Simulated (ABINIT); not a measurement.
A run of ABINIT 10.8.3 (patched build) is set up as follows.

The input run.abi:

```
# Datasets: ground state, then fixed potential
ndtset 2

# Pseudopotentials
pp_dirpath "./"
pseudos "Au.upf"

# Structure
acell 3*1.0
rprim
     0.0000000000     3.8455926636     3.8455926636
     3.8455926636     0.0000000000     3.8455926636
     3.8455926636     3.8455926636     0.0000000000
ntypat 1
znucl 79
natom 1
typat 1
xred
     0.0000000000     0.0000000000     0.0000000000

# Plane-wave basis
ecut 38.0

# Exchange and correlation
ixc 11

# Bands and occupations
occopt 3
tsmear 0.00183747

# SCF cycle
nstep 100

# Output
iomode 3
prtwf 0
prteig 0
prtebands 0
enunit 1
prtden1 1

# Dataset 1
kptopt1 1
ngkpt1 11 11 11
nshiftk1 1
shiftk1 0.0 0.0 0.0
nband1 14
tolvrs1 1.0e-10

# Dataset 2: bands along G-X-W-K-G-L-U-W-L-K
iscf2 -2
getden2 1
nband2 18
nbdbuf2 2
tolwfr2 1.0e-12
kptopt2 -9
ndivsm2 6
prteig2 1
prtvol2 -3
kptbounds2
     0.0000000000     0.0000000000     0.0000000000
     0.5000000000     0.0000000000     0.5000000000
     0.5000000000     0.2500000000     0.7500000000
     0.3750000000     0.3750000000     0.7500000000
     0.0000000000     0.0000000000     0.0000000000
     0.5000000000     0.5000000000     0.5000000000
     0.6250000000     0.2500000000     0.6250000000
     0.5000000000     0.2500000000     0.7500000000
     0.5000000000     0.5000000000     0.5000000000
     0.3750000000     0.3750000000     0.7500000000
```

Potentials or basis: PseudoDojo NC SR PBE v0.4.1 standard.

Command:

```sh
$ abinit run.abi > log 2>&1
```

Question: What does it give for the pressure?

Answer: 10.3 GPa.

Question: Estimate the band gap on the k mesh.

Answer: None (metal or under the smearing width).

Levels at the corners of the path, in eV from the Fermi level:
| point | band 7 | band 8 | band 9 | band 10 | band 11 | band 12 |
| --- | --- | --- | --- | --- | --- | --- |
| Γ | -4.77 | -4.77 | -3.22 | -3.22 | 14.44 | 18.50 |
| X | -2.04 | -1.67 | -1.67 | 0.95 | 5.84 | 10.02 |
| W | -5.25 | -3.38 | -1.66 | 4.76 | 6.31 | 6.31 |
| K | -3.91 | -2.93 | -2.13 | 3.86 | 4.67 | 7.48 |
| Γ | -4.77 | -4.77 | -3.22 | -3.22 | 14.44 | 18.50 |
| L | -4.81 | -2.00 | -2.00 | -1.05 | 3.11 | 13.90 |
| U | -3.91 | -2.93 | -2.13 | 3.86 | 4.67 | 7.48 |
| W | -5.25 | -3.38 | -1.66 | 4.76 | 6.31 | 6.31 |
| L | -4.81 | -2.00 | -2.00 | -1.05 | 3.11 | 13.90 |
| K | -3.91 | -2.93 | -2.13 | 3.86 | 4.67 | 7.48 |

Caveat: spin-orbit coupling is left out, which moves the levels of the heavy elements.
